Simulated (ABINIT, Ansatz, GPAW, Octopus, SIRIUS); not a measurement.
# Ni: programs and potentials compared

```xyz
1
Lattice="-1.3837 1.3837 1.3837 1.3837 -1.3837 1.3837 1.3837 1.3837 -1.3837" Properties=species:S:1:pos:R:3 pbc="T T T"
Ni    0.0000    0.0000    0.0000
```

This isn't the form of Ni at room conditions, which is fcc.

Alike in all runs: task single point; functional PBEsol; k mesh 13 × 13 × 13; occupations fermi-dirac, width 0.05 eV; collinear spin, ferromagnetic start; no spin-orbit coupling. Pressure is positive in compression and, in plane waves, holds the error of the finite cutoff.

```json
{"program and potentials": "ABINIT, PseudoDojo NC SR PBEsol v0.4.1 standard", "plane-wave cutoff (eV)": "1333", "notes": "18 valence electrons an atom on average", "pressure (GPa)": "-2.39", "net moment per atom (μB)": "0.60"}
{"program and potentials": "Ansatz, all-electron LAPW, scalar-relativistic", "plane-wave cutoff (eV)": "-", "notes": "-", "pressure (GPa)": "-2.43", "net moment per atom (μB)": "0.59"}
{"program and potentials": "GPAW, PAW data sets generated for this functional", "plane-wave cutoff (eV)": "600", "notes": "16 valence electrons an atom on average; this data set often lies off other programs", "pressure (GPa)": "0.51", "net moment per atom (μB)": "0.58"}
{"program and potentials": "SIRIUS, PseudoDojo 0.4.1 PBEsol standard (scalar relativistic)", "plane-wave cutoff (eV)": "1333", "notes": "18 valence electrons an atom on average", "pressure (GPa)": "-2.39", "net moment per atom (μB)": "0.60"}
{"program and potentials": "Octopus, pseudodojo_pbesol (PseudoDojo 0.4, PBEsol)", "plane-wave cutoff (eV)": "-", "notes": "18 valence electrons an atom on average", "pressure (GPa)": "-", "net moment per atom (μB)": "0.60"}
```

The pressure spans -2.43 (Ansatz, all-electron LAPW, scalar-relativistic) to 0.51 GPa (GPAW, PAW data sets generated for this functional), with all-electron results at -2.43. The net moment per atom spans 0.58 (GPAW, PAW data sets generated for this functional) to 0.60 μB (Octopus, pseudodojo_pbesol (PseudoDojo 0.4, PBEsol)), with all-electron results at 0.59. The state is the one that the start led to, which needn't be the lowest. The pressure on the cell as given of GPAW, PAW data sets generated for this functional lies far from the others; the cause wasn't traced.

Differences between rows come from potentials, basis sets and numerical settings, since the functional is the same but for its coding. Runs on potential files found faulty are left out.

All the programs find a ferromagnetic metal with nearly the same moment, 0.58 to 0.60 μB per atom. A moment this far from an integer is typical of itinerant magnetism: exchange splits the nearly full d band, and the moment mainly counts the holes left in the minority-spin states, while the broad sp band takes up the remaining charge. If the majority d states are essentially full, as in fcc nickel, the moment is pinned by band filling, which would probably explain why it varies so little.

The pressure is a more sensitive test of the potentials. The all-electron value of -2.43 GPa and the two PseudoDojo values of -2.39 GPa agree closely and place the cell slightly above its equilibrium volume for this functional and magnetic state. GPAW reverses the sign yet barely changes the moment, so agreement on magnetism doesn't guarantee agreement on the equation of state. Even a vanishing pressure would not show that the bcc lattice resists the tetragonal shear leading towards fcc.
